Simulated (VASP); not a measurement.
The system is GaN.

```
Ga N
1.0
     3.18000    0.00000    0.00000
    -1.59000    2.75396    0.00000
     0.00000    0.00000    5.16600
Ga N
2 2
Direct
  0.66667 0.33333 0.50000
  0.33333 0.66667 0.00000
  0.66667 0.33333 0.87500
  0.33333 0.66667 0.37500
```

Base run:

| Item | Value |
| --- | --- |
| Program | VASP 6.6.1 |
| Functional | PBE |
| Potentials or basis | VASP PAW PBE potentials, release 64 (Ga_d, N) |
| Cutoff | 520 eV |
| k mesh | 10 × 10 × 5 |
| Occupations | fermi-dirac, width 0.05 eV |
| Spin | no spin polarisation |

Its results: band gap on the k mesh 1.97 eV, direct.

Task: The run is repeated on the same cell with these changes: functional from PBE to AM05; further incar settings from ALGO = Normal; EDIFF = 1e-07; NBANDS = 26 to ALGO = Normal; EDIFF = 1e-06. What comes out?

Result: Band gap on the k mesh 2.02 eV, direct.
